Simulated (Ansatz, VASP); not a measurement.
# InAs: VASP beside Ansatz, part 2 of 4

Aim: how closely do two programs agree when they are given the same cell, functional and k mesh? The structure shown is the start of the Ansatz relaxation below; VASP solves that cell, so the two are compared at the walk's first step.

VASP 6.6.1 and Ansatz 0.2.0.

So far: The starting structure; Ansatz: relaxation, LDA.

## (3) VASP: single point, LDA, start cell, pair 1

Level of this step: LDA; plane waves and PAW (As, In_d) (VASP).

The same cell, functional (in two slightly different forms), mesh and smearing now go to VASP, with its own data sets.

Lines of VASP's logs that name or quote its potential files are left out, and so is its time.

Input file INCAR:

```
SYSTEM = InAs
PREC = Accurate
ENCUT = 400
EDIFF = 1E-06
NELM = 120
ISMEAR = 0
SIGMA = 0.015
LREAL = .FALSE.
ALGO = Normal
GGA = CA
NBANDS = 15
LORBIT = 11
LWAVE = .FALSE.
LCHARG = .FALSE.
ISIF = 2
ISYM = 2
LASPH = .TRUE.
GGA_COMPAT = .FALSE.
EFERMI = MIDGAP
KPAR = 2
```

Input file POSCAR:

```
InAs
1.0
    0.1194500000      3.0117270000      3.0117270000
    3.0117270000      0.1194500000      3.0117270000
    3.0117270000      3.0117270000      0.1194500000
As In
1 1
Direct
    0.7529140941      0.7529140941      0.7529140941
    0.9970859059      0.9970859059      0.9970859059
```

Input file KPOINTS:

```
Points of the shifted mesh
1728
Reciprocal
 0.0416666667  0.0416666667  0.0416666667 1
 0.0416666667  0.0416666667  0.1250000000 1
 0.0416666667  0.0416666667  0.2083333333 1
 0.0416666667  0.0416666667  0.2916666667 1
 0.0416666667  0.0416666667  0.3750000000 1
 0.0416666667  0.0416666667  0.4583333333 1
 0.0416666667  0.0416666667  0.5416666667 1
 0.0416666667  0.0416666667  0.6250000000 1
 0.0416666667  0.0416666667  0.7083333333 1
 0.0416666667  0.0416666667  0.7916666667 1
 0.0416666667  0.0416666667  0.8750000000 1
 0.0416666667  0.0416666667  0.9583333333 1
 0.0416666667  0.1250000000  0.0416666667 1
 0.0416666667  0.1250000000  0.1250000000 1
 0.0416666667  0.1250000000  0.2083333333 1
 0.0416666667  0.1250000000  0.2916666667 1
 0.0416666667  0.1250000000  0.3750000000 1
 0.0416666667  0.1250000000  0.4583333333 1
 0.0416666667  0.1250000000  0.5416666667 1
 0.0416666667  0.1250000000  0.6250000000 1
 0.0416666667  0.1250000000  0.7083333333 1
 0.0416666667  0.1250000000  0.7916666667 1
 0.0416666667  0.1250000000  0.8750000000 1
 0.0416666667  0.1250000000  0.9583333333 1
 0.0416666667  0.2083333333  0.0416666667 1
 0.0416666667  0.2083333333  0.1250000000 1
 0.0416666667  0.2083333333  0.2083333333 1
 0.0416666667  0.2083333333  0.2916666667 1
 0.0416666667  0.2083333333  0.3750000000 1
 0.0416666667  0.2083333333  0.4583333333 1
 0.0416666667  0.2083333333  0.5416666667 1
 0.0416666667  0.2083333333  0.6250000000 1
 0.0416666667  0.2083333333  0.7083333333 1
 0.0416666667  0.2083333333  0.7916666667 1
 0.0416666667  0.2083333333  0.8750000000 1
 0.0416666667  0.2083333333  0.9583333333 1
 0.0416666667  0.2916666667  0.0416666667 1
 0.0416666667  0.2916666667  0.1250000000 1
 0.0416666667  0.2916666667  0.2083333333 1
 0.0416666667  0.2916666667  0.2916666667 1
 0.0416666667  0.2916666667  0.3750000000 1
 0.0416666667  0.2916666667  0.4583333333 1
 0.0416666667  0.2916666667  0.5416666667 1
 0.0416666667  0.2916666667  0.6250000000 1
 0.0416666667  0.2916666667  0.7083333333 1
 0.0416666667  0.2916666667  0.7916666667 1
 0.0416666667  0.2916666667  0.8750000000 1
 0.0416666667  0.2916666667  0.9583333333 1
 0.0416666667  0.3750000000  0.0416666667 1
 0.0416666667  0.3750000000  0.1250000000 1
 0.0416666667  0.3750000000  0.2083333333 1
 0.0416666667  0.3750000000  0.2916666667 1
 0.0416666667  0.3750000000  0.3750000000 1
 0.0416666667  0.3750000000  0.4583333333 1
 0.0416666667  0.3750000000  0.5416666667 1
 0.0416666667  0.3750000000  0.6250000000 1
 0.0416666667  0.3750000000  0.7083333333 1
 0.0416666667  0.3750000000  0.7916666667 1
 0.0416666667  0.3750000000  0.8750000000 1
 0.0416666667  0.3750000000  0.9583333333 1
 0.0416666667  0.4583333333  0.0416666667 1
 0.0416666667  0.4583333333  0.1250000000 1
 0.0416666667  0.4583333333  0.2083333333 1
 0.0416666667  0.4583333333  0.2916666667 1
 0.0416666667  0.4583333333  0.3750000000 1
 0.0416666667  0.4583333333  0.4583333333 1
 0.0416666667  0.4583333333  0.5416666667 1
 0.0416666667  0.4583333333  0.6250000000 1
 0.0416666667  0.4583333333  0.7083333333 1
 0.0416666667  0.4583333333  0.7916666667 1
 0.0416666667  0.4583333333  0.8750000000 1
 0.0416666667  0.4583333333  0.9583333333 1
 0.0416666667  0.5416666667  0.0416666667 1
 0.0416666667  0.5416666667  0.1250000000 1
 0.0416666667  0.5416666667  0.2083333333 1
 0.0416666667  0.5416666667  0.2916666667 1
 0.0416666667  0.5416666667  0.3750000000 1
 0.0416666667  0.5416666667  0.4583333333 1
 0.0416666667  0.5416666667  0.5416666667 1
 0.0416666667  0.5416666667  0.6250000000 1
 0.0416666667  0.5416666667  0.7083333333 1
 0.0416666667  0.5416666667  0.7916666667 1
 0.0416666667  0.5416666667  0.8750000000 1
 0.0416666667  0.5416666667  0.9583333333 1
 0.0416666667  0.6250000000  0.0416666667 1
 0.0416666667  0.6250000000  0.1250000000 1
 0.0416666667  0.6250000000  0.2083333333 1
 0.0416666667  0.6250000000  0.2916666667 1
 0.0416666667  0.6250000000  0.3750000000 1
 0.0416666667  0.6250000000  0.4583333333 1
 0.0416666667  0.6250000000  0.5416666667 1
 0.0416666667  0.6250000000  0.6250000000 1
 0.0416666667  0.6250000000  0.7083333333 1
 0.0416666667  0.6250000000  0.7916666667 1
 0.0416666667  0.6250000000  0.8750000000 1
 0.0416666667  0.6250000000  0.9583333333 1
 0.0416666667  0.7083333333  0.0416666667 1
 0.0416666667  0.7083333333  0.1250000000 1
 0.0416666667  0.7083333333  0.2083333333 1
 0.0416666667  0.7083333333  0.2916666667 1
 0.0416666667  0.7083333333  0.3750000000 1
 0.0416666667  0.7083333333  0.4583333333 1
 0.0416666667  0.7083333333  0.5416666667 1
 0.0416666667  0.7083333333  0.6250000000 1
 0.0416666667  0.7083333333  0.7083333333 1
 0.0416666667  0.7083333333  0.7916666667 1
 0.0416666667  0.7083333333  0.8750000000 1
 0.0416666667  0.7083333333  0.9583333333 1
 0.0416666667  0.7916666667  0.0416666667 1
 0.0416666667  0.7916666667  0.1250000000 1
 0.0416666667  0.7916666667  0.2083333333 1
 0.0416666667  0.7916666667  0.2916666667 1
[... 1390 lines left out ...]
 0.8750000000  0.4583333333  0.1250000000 1
 0.8750000000  0.4583333333  0.2083333333 1
 0.8750000000  0.4583333333  0.2916666667 1
 0.8750000000  0.4583333333  0.3750000000 1
 0.8750000000  0.4583333333  0.4583333333 1
 0.8750000000  0.4583333333  0.5416666667 1
 0.8750000000  0.4583333333  0.6250000000 1
 0.8750000000  0.4583333333  0.7083333333 1
 0.8750000000  0.4583333333  0.7916666667 1
 0.8750000000  0.4583333333  0.8750000000 1
 0.8750000000  0.4583333333  0.9583333333 1
 0.8750000000  0.5416666667  0.0416666667 1
 0.8750000000  0.5416666667  0.1250000000 1
 0.8750000000  0.5416666667  0.2083333333 1
 0.8750000000  0.5416666667  0.2916666667 1
 0.8750000000  0.5416666667  0.3750000000 1
 0.8750000000  0.5416666667  0.4583333333 1
 0.8750000000  0.5416666667  0.5416666667 1
 0.8750000000  0.5416666667  0.6250000000 1
 0.8750000000  0.5416666667  0.7083333333 1
 0.8750000000  0.5416666667  0.7916666667 1
 0.8750000000  0.5416666667  0.8750000000 1
 0.8750000000  0.5416666667  0.9583333333 1
 0.8750000000  0.6250000000  0.0416666667 1
 0.8750000000  0.6250000000  0.1250000000 1
 0.8750000000  0.6250000000  0.2083333333 1
 0.8750000000  0.6250000000  0.2916666667 1
 0.8750000000  0.6250000000  0.3750000000 1
 0.8750000000  0.6250000000  0.4583333333 1
 0.8750000000  0.6250000000  0.5416666667 1
 0.8750000000  0.6250000000  0.6250000000 1
 0.8750000000  0.6250000000  0.7083333333 1
 0.8750000000  0.6250000000  0.7916666667 1
 0.8750000000  0.6250000000  0.8750000000 1
 0.8750000000  0.6250000000  0.9583333333 1
 0.8750000000  0.7083333333  0.0416666667 1
 0.8750000000  0.7083333333  0.1250000000 1
 0.8750000000  0.7083333333  0.2083333333 1
 0.8750000000  0.7083333333  0.2916666667 1
 0.8750000000  0.7083333333  0.3750000000 1
 0.8750000000  0.7083333333  0.4583333333 1
 0.8750000000  0.7083333333  0.5416666667 1
 0.8750000000  0.7083333333  0.6250000000 1
 0.8750000000  0.7083333333  0.7083333333 1
 0.8750000000  0.7083333333  0.7916666667 1
 0.8750000000  0.7083333333  0.8750000000 1
 0.8750000000  0.7083333333  0.9583333333 1
 0.8750000000  0.7916666667  0.0416666667 1
 0.8750000000  0.7916666667  0.1250000000 1
 0.8750000000  0.7916666667  0.2083333333 1
 0.8750000000  0.7916666667  0.2916666667 1
 0.8750000000  0.7916666667  0.3750000000 1
 0.8750000000  0.7916666667  0.4583333333 1
 0.8750000000  0.7916666667  0.5416666667 1
 0.8750000000  0.7916666667  0.6250000000 1
 0.8750000000  0.7916666667  0.7083333333 1
 0.8750000000  0.7916666667  0.7916666667 1
 0.8750000000  0.7916666667  0.8750000000 1
 0.8750000000  0.7916666667  0.9583333333 1
 0.8750000000  0.8750000000  0.0416666667 1
 0.8750000000  0.8750000000  0.1250000000 1
 0.8750000000  0.8750000000  0.2083333333 1
 0.8750000000  0.8750000000  0.2916666667 1
 0.8750000000  0.8750000000  0.3750000000 1
 0.8750000000  0.8750000000  0.4583333333 1
 0.8750000000  0.8750000000  0.5416666667 1
 0.8750000000  0.8750000000  0.6250000000 1
 0.8750000000  0.8750000000  0.7083333333 1
 0.8750000000  0.8750000000  0.7916666667 1
 0.8750000000  0.8750000000  0.8750000000 1
 0.8750000000  0.8750000000  0.9583333333 1
 0.8750000000  0.9583333333  0.0416666667 1
 0.8750000000  0.9583333333  0.1250000000 1
 0.8750000000  0.9583333333  0.2083333333 1
 0.8750000000  0.9583333333  0.2916666667 1
 0.8750000000  0.9583333333  0.3750000000 1
 0.8750000000  0.9583333333  0.4583333333 1
 0.8750000000  0.9583333333  0.5416666667 1
 0.8750000000  0.9583333333  0.6250000000 1
 0.8750000000  0.9583333333  0.7083333333 1
 0.8750000000  0.9583333333  0.7916666667 1
 0.8750000000  0.9583333333  0.8750000000 1
 0.8750000000  0.9583333333  0.9583333333 1
 0.9583333333  0.0416666667  0.0416666667 1
 0.9583333333  0.0416666667  0.1250000000 1
 0.9583333333  0.0416666667  0.2083333333 1
 0.9583333333  0.0416666667  0.2916666667 1
 0.9583333333  0.0416666667  0.3750000000 1
 0.9583333333  0.0416666667  0.4583333333 1
 0.9583333333  0.0416666667  0.5416666667 1
 0.9583333333  0.0416666667  0.6250000000 1
 0.9583333333  0.0416666667  0.7083333333 1
 0.9583333333  0.0416666667  0.7916666667 1
 0.9583333333  0.0416666667  0.8750000000 1
 0.9583333333  0.0416666667  0.9583333333 1
 0.9583333333  0.1250000000  0.0416666667 1
 0.9583333333  0.1250000000  0.1250000000 1
 0.9583333333  0.1250000000  0.2083333333 1
 0.9583333333  0.1250000000  0.2916666667 1
 0.9583333333  0.1250000000  0.3750000000 1
 0.9583333333  0.1250000000  0.4583333333 1
 0.9583333333  0.1250000000  0.5416666667 1
 0.9583333333  0.1250000000  0.6250000000 1
 0.9583333333  0.1250000000  0.7083333333 1
 0.9583333333  0.1250000000  0.7916666667 1
 0.9583333333  0.1250000000  0.8750000000 1
 0.9583333333  0.1250000000  0.9583333333 1
 0.9583333333  0.2083333333  0.0416666667 1
 0.9583333333  0.2083333333  0.1250000000 1
 0.9583333333  0.2083333333  0.2083333333 1
 0.9583333333  0.2083333333  0.2916666667 1
 0.9583333333  0.2083333333  0.3750000000 1
 0.9583333333  0.2083333333  0.4583333333 1
 0.9583333333  0.2083333333  0.5416666667 1
 0.9583333333  0.2083333333  0.6250000000 1
 0.9583333333  0.2083333333  0.7083333333 1
 0.9583333333  0.2083333333  0.7916666667 1
 0.9583333333  0.2083333333  0.8750000000 1
 0.9583333333  0.2083333333  0.9583333333 1
 0.9583333333  0.2916666667  0.0416666667 1
 0.9583333333  0.2916666667  0.1250000000 1
 0.9583333333  0.2916666667  0.2083333333 1
 0.9583333333  0.2916666667  0.2916666667 1
 0.9583333333  0.2916666667  0.3750000000 1
 0.9583333333  0.2916666667  0.4583333333 1
 0.9583333333  0.2916666667  0.5416666667 1
 0.9583333333  0.2916666667  0.6250000000 1
 0.9583333333  0.2916666667  0.7083333333 1
 0.9583333333  0.2916666667  0.7916666667 1
 0.9583333333  0.2916666667  0.8750000000 1
 0.9583333333  0.2916666667  0.9583333333 1
 0.9583333333  0.3750000000  0.0416666667 1
 0.9583333333  0.3750000000  0.1250000000 1
 0.9583333333  0.3750000000  0.2083333333 1
 0.9583333333  0.3750000000  0.2916666667 1
 0.9583333333  0.3750000000  0.3750000000 1
 0.9583333333  0.3750000000  0.4583333333 1
 0.9583333333  0.3750000000  0.5416666667 1
 0.9583333333  0.3750000000  0.6250000000 1
 0.9583333333  0.3750000000  0.7083333333 1
 0.9583333333  0.3750000000  0.7916666667 1
 0.9583333333  0.3750000000  0.8750000000 1
 0.9583333333  0.3750000000  0.9583333333 1
 0.9583333333  0.4583333333  0.0416666667 1
 0.9583333333  0.4583333333  0.1250000000 1
 0.9583333333  0.4583333333  0.2083333333 1
 0.9583333333  0.4583333333  0.2916666667 1
 0.9583333333  0.4583333333  0.3750000000 1
 0.9583333333  0.4583333333  0.4583333333 1
 0.9583333333  0.4583333333  0.5416666667 1
 0.9583333333  0.4583333333  0.6250000000 1
 0.9583333333  0.4583333333  0.7083333333 1
 0.9583333333  0.4583333333  0.7916666667 1
 0.9583333333  0.4583333333  0.8750000000 1
 0.9583333333  0.4583333333  0.9583333333 1
 0.9583333333  0.5416666667  0.0416666667 1
 0.9583333333  0.5416666667  0.1250000000 1
 0.9583333333  0.5416666667  0.2083333333 1
 0.9583333333  0.5416666667  0.2916666667 1
 0.9583333333  0.5416666667  0.3750000000 1
 0.9583333333  0.5416666667  0.4583333333 1
 0.9583333333  0.5416666667  0.5416666667 1
 0.9583333333  0.5416666667  0.6250000000 1
 0.9583333333  0.5416666667  0.7083333333 1
 0.9583333333  0.5416666667  0.7916666667 1
 0.9583333333  0.5416666667  0.8750000000 1
 0.9583333333  0.5416666667  0.9583333333 1
 0.9583333333  0.6250000000  0.0416666667 1
 0.9583333333  0.6250000000  0.1250000000 1
 0.9583333333  0.6250000000  0.2083333333 1
 0.9583333333  0.6250000000  0.2916666667 1
 0.9583333333  0.6250000000  0.3750000000 1
 0.9583333333  0.6250000000  0.4583333333 1
 0.9583333333  0.6250000000  0.5416666667 1
 0.9583333333  0.6250000000  0.6250000000 1
 0.9583333333  0.6250000000  0.7083333333 1
 0.9583333333  0.6250000000  0.7916666667 1
 0.9583333333  0.6250000000  0.8750000000 1
 0.9583333333  0.6250000000  0.9583333333 1
 0.9583333333  0.7083333333  0.0416666667 1
 0.9583333333  0.7083333333  0.1250000000 1
 0.9583333333  0.7083333333  0.2083333333 1
 0.9583333333  0.7083333333  0.2916666667 1
 0.9583333333  0.7083333333  0.3750000000 1
 0.9583333333  0.7083333333  0.4583333333 1
 0.9583333333  0.7083333333  0.5416666667 1
 0.9583333333  0.7083333333  0.6250000000 1
 0.9583333333  0.7083333333  0.7083333333 1
 0.9583333333  0.7083333333  0.7916666667 1
 0.9583333333  0.7083333333  0.8750000000 1
 0.9583333333  0.7083333333  0.9583333333 1
 0.9583333333  0.7916666667  0.0416666667 1
 0.9583333333  0.7916666667  0.1250000000 1
 0.9583333333  0.7916666667  0.2083333333 1
 0.9583333333  0.7916666667  0.2916666667 1
 0.9583333333  0.7916666667  0.3750000000 1
 0.9583333333  0.7916666667  0.4583333333 1
 0.9583333333  0.7916666667  0.5416666667 1
 0.9583333333  0.7916666667  0.6250000000 1
 0.9583333333  0.7916666667  0.7083333333 1
 0.9583333333  0.7916666667  0.7916666667 1
 0.9583333333  0.7916666667  0.8750000000 1
 0.9583333333  0.7916666667  0.9583333333 1
 0.9583333333  0.8750000000  0.0416666667 1
 0.9583333333  0.8750000000  0.1250000000 1
 0.9583333333  0.8750000000  0.2083333333 1
 0.9583333333  0.8750000000  0.2916666667 1
 0.9583333333  0.8750000000  0.3750000000 1
 0.9583333333  0.8750000000  0.4583333333 1
 0.9583333333  0.8750000000  0.5416666667 1
 0.9583333333  0.8750000000  0.6250000000 1
 0.9583333333  0.8750000000  0.7083333333 1
 0.9583333333  0.8750000000  0.7916666667 1
 0.9583333333  0.8750000000  0.8750000000 1
 0.9583333333  0.8750000000  0.9583333333 1
 0.9583333333  0.9583333333  0.0416666667 1
 0.9583333333  0.9583333333  0.1250000000 1
 0.9583333333  0.9583333333  0.2083333333 1
 0.9583333333  0.9583333333  0.2916666667 1
 0.9583333333  0.9583333333  0.3750000000 1
 0.9583333333  0.9583333333  0.4583333333 1
 0.9583333333  0.9583333333  0.5416666667 1
 0.9583333333  0.9583333333  0.6250000000 1
 0.9583333333  0.9583333333  0.7083333333 1
 0.9583333333  0.9583333333  0.7916666667 1
 0.9583333333  0.9583333333  0.8750000000 1
 0.9583333333  0.9583333333  0.9583333333 1
```

Potentials, in the order of the species: As and In_d (LDA family, release 64).

The run is started by

```sh
$ mpirun -np 2 vasp_std
```

What it wrote:

```text
[banner, memory and clock lines left out]
running    2 mpi-ranks, on    1 nodes
 distrk:  each k-point on    1 cores,    2 groups
 distr:  one band on    1 cores,    1 groups

 POSCAR found type information on POSCAR AsIn
 POSCAR found :  2 types and       2 ions
 LDA part: xc-table for (Slater(with rela. corr.)+CA(PZ))
 , standard interpolation
 POSCAR, INCAR and KPOINTS ok, starting setup
 FFT: planning ... GRIDC
 FFT: planning ... GRID_SOFT
 FFT: planning ... GRID
 WAVECAR not read
 entering main loop
       N       E                     dE             d eps       ncg     rms          rms(c)
DAV:   1     0.104275590359E+03    0.10428E+03   -0.72964E+03 52389   0.110E+03
DAV:   2    -0.240765730048E+01   -0.10668E+03   -0.10270E+03 56908   0.278E+02
DAV:   3    -0.913038299496E+01   -0.67227E+01   -0.66918E+01 66309   0.745E+01
DAV:   4    -0.929380737745E+01   -0.16342E+00   -0.16338E+00 64587   0.129E+01
DAV:   5    -0.930078759181E+01   -0.69802E-02   -0.69801E-02 76402   0.223E+00    0.530E+00
DAV:   6    -0.900038919867E+01    0.30040E+00   -0.39920E-01 82332   0.120E+01    0.292E+00
DAV:   7    -0.895382614719E+01    0.46563E-01   -0.13364E-01 72116   0.364E+00    0.696E-01
DAV:   8    -0.895053721628E+01    0.32889E-02   -0.14736E-02 67641   0.149E+00    0.289E-01
DAV:   9    -0.895037372839E+01    0.16349E-03   -0.89964E-04 66090   0.244E-01    0.185E-01
DAV:  10    -0.895037965216E+01   -0.59238E-05   -0.16268E-04 76665   0.246E-01    0.765E-02
DAV:  11    -0.895037928946E+01    0.36270E-06   -0.51432E-05 81944   0.142E-01    0.351E-02
DAV:  12    -0.895037683221E+01    0.24572E-05   -0.66595E-06 68316   0.341E-02    0.647E-03
DAV:  13    -0.895037692481E+01   -0.92599E-07   -0.88385E-07 34523   0.688E-03
   1 F= -.89503769E+01 E0= -.89503769E+01  d E =-.146245E-42
```

(Continued in part 3 of 4.)

[Lines on the potential files, build, host, timing and source positions are cut from VASP's logs without a mark.]

[Logs are printed without paths, hosts, clocks, repeated set-up lines and the standing remarks that a program may print on its own settings, such as how far it seeks lower states.]

[Hosts, paths, dates, database ids (printed as entryN), source tags and the programs' standing remarks are cut or masked in the printed files.]
